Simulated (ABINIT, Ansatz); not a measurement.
# A GW run on NaF (Villiaumite) in ABINIT, with inputs changed

What do changed inputs do to GW on NaF (Villiaumite)?

Method: PBE and many-body steps on it, plane waves, in ABINIT 10.8.3.

The database entry behind the starting cell differs from later determinations by our own check (0.1 to 0.3 % short, probably kX units), so it need not match the best structure at ambient conditions.

## (1) The structure

Symmetry: Fm-3m, No. 225, cubic system. Conventional cell: a = 4.620 Å, b = 4.620 Å, c = 4.620 Å, α = 90.00°, β = 90.00°, γ = 90.00°. Nearest to Na lie 6 F at 2.31 Å. Nearest to F lie 6 Na at 2.31 Å. Farther neighbours and most contacts between anions are not listed.

The cell and positions come from the Crystallography Open Database and are kept as given unless a step says otherwise.

## (2) Screening, 6×6×6 mesh, 190 bands, screening to 283 eV

This step: ABINIT 10.8.3; RPA screening on PBE, plane waves, norm-conserving pseudopotentials.

The RPA dielectric matrix is built and inverted for each q.

run.abi

```
acell 3*1.0 Angstrom
rprim 
  0.000000000000 2.310000000000 2.310000000000
  2.310000000000 0.000000000000 2.310000000000
  2.310000000000 2.310000000000 0.000000000000
ntypat 2
znucl 11 9
natom 2
typat 1 2
xred 
  0.000000000000 0.000000000000 0.000000000000
  0.500000000000 0.500000000000 0.500000000000
pp_dirpath "pseudos"
pseudos "Na.upf, F.upf"
ecut 38
ngkpt 6 6 6
nshiftk 1
shiftk 0 0 0
kptopt 1
chksymbreak 0
istwfk *1
occopt 1
irdwfk 1
optdriver 3
nband 190
ecuteps 10.4
inclvkb 2
awtr 1
symchi 1
indata_prefix "in"
outdata_prefix "out"
tmpdata_prefix "tmp"
```

Command:

```
$ OMP_NUM_THREADS=1 mpirun -n 4 abinit run.abi > log
```

The program printed:

```text
.Version 10.8.3 of ABINIT. v10.8.2 released Aug 2026.

 Symmetries : space group Fm -3 m (#225); Bravais cF (face-center cubic)
[... echo of the input left out ...]
== DATASET  1 ==================================================================
-   mpi_nproc: 4, omp_nthreads: 1 (-1 if OMP is not activated)

--- !DatasetInfo
iteration_state: {dtset: 1, }
dimensions: {natom: 2, nkpt: 16, mband: 190, nsppol: 1, nspinor: 1, nspden: 1, mpw: 1874, }
cutoff_energies: {ecut:  38.0, pawecutdg:  -1.0, }
electrons: {nelect:   1.60000000E+01, charge:   0.00000000E+00, occopt:   1.00000000E+00, tsmear:   1.00000000E-02, }

 SCREENING: Calculation of the susceptibility and dielectric matrices

 Based on a program developped by R.W. Godby, V. Olevano, G. Onida, and L. Reining.
 Incorporated in ABINIT by V. Olevano, G.-M. Rignanese, and M. Torrent.
.Using double precision arithmetic ; gwpc =  8

[... cell and pseudopotentials left out ...]
--------------------------------------------------------------------------------

 ==== K-mesh for the wavefunctions ====
 Number of points in the irreducible wedge :    16
[... list of points left out ...]
 Together with 48 symmetry operations and time-reversal symmetry
 yields   216 points in the full Brillouin Zone.

 ==== Q-mesh for the screening function ====
 Number of points in the irreducible wedge :    16
[... list of points left out ...]
 Together with 48 symmetry operations and time-reversal symmetry
 yields   216 points in the full Brillouin Zone.

 setmesh: FFT mesh size selected  =    25x   25x   25
          total number of points  =        15625

 vcoul_init : cutoff-mode = AUXILIARY_FUNCTION
 q-points for optical limit:   1
     1)      0.000010    0.000020    0.000030

- screening: taking advantage of time-reversal symmetry
- Maximum band index for partially occupied states nbvw = 8
- Remaining bands to be divided among processors   nbcw = 182
- Number of bands treated by each node ~45

 Number of electrons calculated from density =   16.0000; Expected =   16.0000
 average of density, n =  0.096174
 r_s =    1.3540
 omega_plasma =   29.9147 [eV]

 calculating chi0 at frequencies [eV] :
  1    0.000000E+00    0.000000E+00
  2    0.000000E+00    2.991468E+01

--------------------------------------------------------------------------------
  q-point number  1        q = ( 0.000000, 0.000000, 0.000000) [r.l.u.]
--------------------------------------------------------------------------------
[... chi0 elements left out ...]
 For q-point:  0.000010 0.000020 0.000030
  dielectric constant =   1.7986
  dielectric constant without local fields =   1.9010

  Average fulfillment of the sum rule on Im[epsilon] for q-point    1 :     83.19  [%]
[... wings left out ...]
  q-point number  2        q = ( 0.166667, 0.000000, 0.000000) [r.l.u.]
--------------------------------------------------------------------------------
[... chi0 elements left out ...]
  Average fulfillment of the sum rule on Im[epsilon] for q-point    2 :     94.18  [%]

 [... 14 further q-points ...]
```

The job ended after 2.5 min (4 MPI ranks of Intel Xeon Platinum 8488C (Sapphire Rapids), shared host; peak memory 1.4 GiB; 9.9 min of CPU time).

This step gave:

* ε∞ with local fields, on this mesh, along the program's q direction: 1.799
* the same without local fields: 1.901
* plasma frequency: 29.91 eV
* plane waves in the screening matrix: 283

Local fields lower ε∞ by 5 %.

## (3) Base

The self-energy is evaluated for the states that the input lists, and the levels follow from it, in one-shot runs by the linearised quasiparticle equation.

This step: G0W0 on PBE, plane waves, norm-conserving pseudopotentials.

Edit run.abi of step 2 so:

```diff
@@ -23,8 +23,15 @@
 irdwfk 1
-optdriver 3
+optdriver 4
 nband 190
+gwcalctyp 0
+ecutsigx 38
+symsigma 1
+nkptgw 1
+kptgw 
+  0.0000000000 0.0000000000 0.0000000000
+bdgw 
+  6 12
 ecuteps 10.4
-inclvkb 2
-awtr 1
-symchi 1
+irdscr 1
+ppmodel 1
 indata_prefix "in"
```

The program printed:

```text
.Version 10.8.3 of ABINIT. v10.8.2 released Aug 2026.

 Symmetries : space group Fm -3 m (#225); Bravais cF (face-center cubic)
[... echo of the input left out ...]
== DATASET  1 ==================================================================
-   mpi_nproc: 4, omp_nthreads: 1 (-1 if OMP is not activated)

--- !DatasetInfo
iteration_state: {dtset: 1, }
dimensions: {natom: 2, nkpt: 16, mband: 190, nsppol: 1, nspinor: 1, nspden: 1, mpw: 1874, }
cutoff_energies: {ecut:  38.0, pawecutdg:  -1.0, }
electrons: {nelect:   1.60000000E+01, charge:   0.00000000E+00, occopt:   1.00000000E+00, tsmear:   1.00000000E-02, }

 SIGMA: Calculation of the GW corrections

 Based on a program developped by R.W. Godby, V. Olevano, G. Onida, and L. Reining.
 Incorporated in ABINIT by V. Olevano, G.-M. Rignanese, and M. Torrent.
.Using double precision arithmetic ; gwpc =  8

[... cell and pseudopotentials left out ...]
--------------------------------------------------------------------------------

 ==== K-mesh for the wavefunctions ====
 Number of points in the irreducible wedge :    16
[... list of points left out ...]
 Together with 48 symmetry operations and time-reversal symmetry
 yields   216 points in the full Brillouin Zone.

 ==== Q-mesh for screening function ====
 Number of points in the irreducible wedge :    16
[... list of points left out ...]
 Together with 48 symmetry operations and time-reversal symmetry
 yields   216 points in the full Brillouin Zone.

 vcoul_init : cutoff-mode = AUXILIARY_FUNCTION
 q-points for optical limit:   1
     1)      0.000010    0.000020    0.000030
 setmesh: FFT mesh size selected  =    36x   36x   36
          total number of points  =        46656

 Number of electrons calculated from density =   16.0000; Expected =   16.0000
 average of density, n =  0.096174
 r_s =    1.3540
 omega_plasma =   29.9147 [eV]

 === KS Band Gaps ===
  >>>> For spin  1
   Minimum direct gap =   6.3895 [eV], located at k-point      :   0.0000  0.0000  0.0000
   Fundamental gap    =   6.3895 [eV], Top of valence bands at :   0.0000  0.0000  0.0000
                                       Bottom of conduction at :   0.0000  0.0000  0.0000
 SIGMA fundamental parameters:
 PLASMON POLE MODEL  1
 number of plane-waves for SigmaX                 1837
 number of plane-waves for SigmaC and W            283
 number of plane-waves for wavefunctions          1837
 number of bands                                   190
 number of independent spin polarizations            1
 number of spinorial components                      1
 number of k-points in IBZ                          16
 number of q-points in IBZ                          16
 number of symmetry operations                      48
 number of k-points in BZ                          216
 number of q-points in BZ                          216
 number of frequencies for dSigma/dE                 9
 frequency step for dSigma/dE [eV]                0.25
 number of omega for Sigma on real axis              0
 max omega for Sigma on real axis  [eV]           0.00
 zcut for avoiding poles [eV]                     0.10

 EPSILON^-1 parameters (SCR file):
 dimension of the eps^-1 matrix on file            283
 dimension of the eps^-1 matrix used               283
 number of plane-waves for wavefunctions          1837
 number of bands                                   190
 number of q-points in IBZ                          16
 number of frequencies                               2
 number of real frequencies                          1
 number of imag frequencies                          1

 matrix elements of self-energy operator (all in [eV])

 Perturbative Calculation

--- !SelfEnergy_ee
iteration_state: {dtset: 1, }
kpoint     : [   0.000,    0.000,    0.000, ]
spin       : 1
KS_gap     :    6.390
QP_gap     :   10.637
Delta_QP_KS:    4.248
data: !SigmaeeData |
     Band     E0 <VxcDFT>   SigX SigC(E0)      Z dSigC/dE  Sig(E)    E-E0       E
        6  -1.330 -22.508 -30.235   4.215   0.823  -0.215 -25.397  -2.889  -4.219
        7  -1.330 -22.508 -30.235   4.215   0.823  -0.215 -25.397  -2.889  -4.219
        8  -1.330 -22.508 -30.235   4.215   0.823  -0.215 -25.397  -2.889  -4.219
        9   5.060  -9.465  -5.324  -2.639   0.904  -0.106  -8.107   1.359   6.419
       10  17.827  -7.169  -2.170  -3.234   0.902  -0.108  -5.576   1.593  19.420
       11  17.827  -7.169  -2.170  -3.234   0.902  -0.108  -5.576   1.593  19.420
       12  17.827  -7.169  -2.170  -3.234   0.902  -0.108  -5.576   1.593  19.420

== END DATASET(S) ==============================================================
================================================================================

 -outvars: echo values of variables after computation  --------
           etotal      0.0000000000E+00
            nband         190
             nkpt          16
          spgroup         225
 [... the other variables as echoed above ...]

 Calculation completed.
```

Run time: 18 s. Hardware: 4 MPI ranks; peak memory 1.5 GiB.

Numbers from this step:

```yaml
g0w0_gap_on_the_points_computed: 10.64 eV
starting_gap_on_the_mesh: 6.390 eV
k_of_the_valence_top: 0, 0, 0
k_of_the_conduction_bottom: 0, 0, 0
z_at_the_valence_top: 0.823
z_at_the_conduction_bottom: 0.904
least_direct_g0w0_gap_on_the_computed_points: 10.64 eV
```

The gap on the mesh goes from 6.39 eV to 10.64 eV, a correction of +4.25 eV.

## (4) Fewer bands in the self-energy

Edit run.abi of step 3 so:

```diff
@@ -24,3 +24,3 @@
 optdriver 4
-nband 190
+nband 14
 gwcalctyp 0
```

The program printed:

```text
.Version 10.8.3 of ABINIT. v10.8.2 released Aug 2026.

 Symmetries : space group Fm -3 m (#225); Bravais cF (face-center cubic)
[... echo of the input left out ...]
== DATASET  1 ==================================================================
-   mpi_nproc: 4, omp_nthreads: 1 (-1 if OMP is not activated)

--- !DatasetInfo
iteration_state: {dtset: 1, }
dimensions: {natom: 2, nkpt: 16, mband: 14, nsppol: 1, nspinor: 1, nspden: 1, mpw: 1874, }
cutoff_energies: {ecut:  38.0, pawecutdg:  -1.0, }
electrons: {nelect:   1.60000000E+01, charge:   0.00000000E+00, occopt:   1.00000000E+00, tsmear:   1.00000000E-02, }

 SIGMA: Calculation of the GW corrections

 Based on a program developped by R.W. Godby, V. Olevano, G. Onida, and L. Reining.
 Incorporated in ABINIT by V. Olevano, G.-M. Rignanese, and M. Torrent.
.Using double precision arithmetic ; gwpc =  8

[... cell and pseudopotentials left out ...]
--------------------------------------------------------------------------------

 ==== K-mesh for the wavefunctions ====
 Number of points in the irreducible wedge :    16
[... list of points left out ...]
 Together with 48 symmetry operations and time-reversal symmetry
 yields   216 points in the full Brillouin Zone.

 ==== Q-mesh for screening function ====
 Number of points in the irreducible wedge :    16
[... list of points left out ...]
 Together with 48 symmetry operations and time-reversal symmetry
 yields   216 points in the full Brillouin Zone.

 vcoul_init : cutoff-mode = AUXILIARY_FUNCTION
 q-points for optical limit:   1
     1)      0.000010    0.000020    0.000030
 setmesh: FFT mesh size selected  =    36x   36x   36
          total number of points  =        46656

 Number of electrons calculated from density =   16.0000; Expected =   16.0000
[...]
number of q-points in BZ                          216
 number of frequencies for dSigma/dE                 9
 frequency step for dSigma/dE [eV]                0.25
 number of omega for Sigma on real axis              0
 max omega for Sigma on real axis  [eV]           0.00
 zcut for avoiding poles [eV]                     0.10

 EPSILON^-1 parameters (SCR file):
 dimension of the eps^-1 matrix on file            283
 dimension of the eps^-1 matrix used               283
 number of plane-waves for wavefunctions          1837
 number of bands                                   190
 number of q-points in IBZ                          16
 number of frequencies                               2
 number of real frequencies                          1
 number of imag frequencies                          1

 matrix elements of self-energy operator (all in [eV])

 Perturbative Calculation

--- !SelfEnergy_ee
iteration_state: {dtset: 1, }
kpoint     : [   0.000,    0.000,    0.000, ]
spin       : 1
KS_gap     :    6.390
QP_gap     :    9.970
Delta_QP_KS:    3.580
data: !SigmaeeData |
     Band     E0 <VxcDFT>   SigX SigC(E0)      Z dSigC/dE  Sig(E)    E-E0       E
        6  -1.330 -22.508 -30.235   5.719   0.832  -0.202 -24.178  -1.670  -2.999
        7  -1.330 -22.508 -30.235   5.719   0.832  -0.202 -24.178  -1.670  -2.999
        8  -1.330 -22.508 -30.235   5.719   0.832  -0.202 -24.178  -1.670  -2.999
        9   5.060  -9.465  -5.324  -2.042   0.910  -0.099  -7.555   1.910   6.970
       10  17.827  -7.169  -2.170  -2.141   0.919  -0.089  -4.544   2.625  20.452
       11  17.827  -7.169  -2.170  -2.141   0.919  -0.089  -4.544   2.625  20.452
       12  17.827  -7.169  -2.170  -2.141   0.919  -0.089  -4.544   2.625  20.452

== END DATASET(S) ==============================================================
================================================================================

 -outvars: echo values of variables after computation  --------
           etotal      0.0000000000E+00
            nband          14
             nkpt          16
          spgroup         225
 [... the other variables as echoed above ...]

 Calculation completed.
```

Wall time 4.7 s (4 MPI ranks); peak memory 0.75 GiB; 18 s of CPU time.

This step gave:

```yaml
g0w0_gap_on_the_points_computed: 9.969 eV
starting_gap_on_the_mesh: 6.390 eV
k_of_the_valence_top: 0, 0, 0
k_of_the_conduction_bottom: 0, 0, 0
z_at_the_valence_top: 0.832
z_at_the_conduction_bottom: 0.91
least_direct_g0w0_gap_on_the_computed_points: 9.969 eV
```

## (5) Unknown plasmon-pole model

Edit run.abi of step 4 so:

```diff
@@ -24,3 +24,3 @@
 optdriver 4
-nband 14
+nband 190
 gwcalctyp 0
@@ -35,3 +35,3 @@
 irdscr 1
-ppmodel 1
+ppmodel 7
 indata_prefix "in"
```

The program printed:

```text
.Version 10.8.3 of ABINIT. v10.8.2 released Aug 2026.

 Symmetries : space group Fm -3 m (#225); Bravais cF (face-center cubic)
================================================================================
 Values of the parameters that define the memory need of the present run
     intxc =       0    ionmov =       0      iscf =       7    lmnmax =       5
     lnmax =       5     mgfft =      36  mpssoang =       3    mqgrid =    3001
     natom =       2  nloc_mem =       1    nspden =       1   nspinor =       1
    nsppol =       1      nsym =      48    n1xccc =    2501    ntypat =       2
    occopt =       1   xclevel =       2
-    mband =         190        mffmem =           1         mkmem =           4
       mpw =        1874          nfft =       46656          nkpt =          16
================================================================================
  Rough estimation (10% accuracy) of disk space for files :
================================================================================

--------------------------------------------------------------------------------
------------- Echo of variables that govern the present computation ------------
--------------------------------------------------------------------------------
 -outvars: echo values of preprocessed input variables --------
            acell      1.8897261259E+00  1.8897261259E+00  1.8897261259E+00 Bohr

             bdgw           6      12
      chksymbreak           0
             ecut      3.80000000E+01 Hartree
          ecuteps      1.04000000E+01 Hartree
         ecutsigx      3.80000000E+01 Hartree
          ecutwfn      3.80000000E+01 Hartree
-          fftalg         312
           irdscr           1
           irdwfk           1

              ixc     -101130
[...]
pspatm : epsatm=    9.36084378
         --- l  ekb(1:nproj) -->
[...]
pspatm: atomic psp has been read  and splines computed

- F Generated using ONCVPSP code by D. R. Hamann
-  9.00000   7.00000  171031                  znucl, zion, pspdat
12 -101130 2 -1 832                           pspcod,pspxc,lmax,lloc,mmax
     nproj     2     2     1
  pspatm : epsatm=    4.87625608
         --- l  ekb(1:nproj) -->
             0    6.519403    1.070094
             1   -3.955629   -1.291931
             2   -2.441503
 pspatm: atomic psp has been read  and splines computed

   2.27793598E+02                                ecore*ucvol(ha*bohr**3)
--------------------------------------------------------------------------------

 ==== K-mesh for the wavefunctions ====
 Number of points in the irreducible wedge :    16
 Reduced coordinates and weights :

     1)     0.00000000E+00  0.00000000E+00  0.00000000E+00       0.00463
     2)     1.66666667E-01  0.00000000E+00  0.00000000E+00       0.03704
     3)     3.33333333E-01  0.00000000E+00  0.00000000E+00       0.03704
[...]
Together with 48 symmetry operations and time-reversal symmetry
 yields   216 points in the full Brillouin Zone.

 ==== Q-mesh for screening function ====
 Number of points in the irreducible wedge :    16
 Reduced coordinates and weights :

[...]
15)    -3.33333333E-01  3.33333333E-01  1.66666667E-01       0.11111
    16)    -3.33333333E-01  5.00000000E-01  1.66666667E-01       0.05556

 Together with 48 symmetry operations and time-reversal symmetry
 yields   216 points in the full Brillouin Zone.

 vcoul_init : cutoff-mode = AUXILIARY_FUNCTION
 q-points for optical limit:   1
     1)      0.000010    0.000020    0.000030
 setmesh: FFT mesh size selected  =    36x   36x   36
          total number of points  =        46656

 Number of electrons calculated from density =   16.0000; Expected =   16.0000
 average of density, n =  0.096174
 r_s =    1.3540
 omega_plasma =   29.9147 [eV]

--- !BUG
message: |
    Wrong ppm%model: 7

--- !BUG
message: |
    Wrong ppm%model: 7

--- from the log ---
Wrong ppm%model: 7
```

Run time: 2.6 s. Hardware: 4 MPI ranks; peak memory 0.17 GiB.

The run stopped with an error after 2.6 s.

The program's words: Wrong ppm%model: 7

The fault put into this input: unknown plasmon-pole model.

## (6) Side by side

Times are wall times on 4 MPI ranks of Intel Xeon Platinum 8488C (Sapphire Rapids), shared host, good to a factor of about two. A run's time includes the screening step that it read.

```csv
run,mesh,bands,screening cutoff (eV),DFT gap (eV),gap on the mesh (eV),direct (eV),ε∞ used,time
base,6×6×6,190,283,6.390,10.638,10.638,1.80,2.8 min
fewer bands in the self-energy,6×6×6,14,283,6.390,9.969,9.969,1.80,2.5 min
```

## (7) Outcome

```json
{"base": "10.638 eV", "fewer bands in the self-energy": "9.969 eV", "known limits": "not at the basis limit"}
```

In words: Fewer bands in the self-energy: −0.669 eV against base (keys changed: nband). Bands and cutoff are finite, so the gap is not at the basis limit. The miss can reach some tenths of an eV and take either sign; the mesh is an error of its own. In the G0W0 runs levels were corrected at 1 k point alone, so a gap called «on the mesh» is the least over those, and an edge elsewhere would be missed.

[Paths, hosts, dates, memory and timing lines, banners, echoed tables and standing remarks are left out of the program output.]

[Logs are printed without paths, hosts, clocks, repeated set-up lines and the standing remarks that a program may print on its own settings, such as how far it seeks lower states.]

[Runs of the session that timed out or met a known fault of the program may be left out.]

[Hosts, paths, dates, database ids (printed as entryN), source tags and the programs' standing remarks are cut or masked in the printed files.]

[G0W0 gaps are taken among the corrected bands and points alone; a level outside them can change the order at an edge.]

[Where Ansatz stands beside ABINIT at settings called matched, ABINIT's density can come from a denser mesh and the files from another edition; pairs whose starting gaps differed by over 0.03 eV were left out, so agreement reads better than it is.]
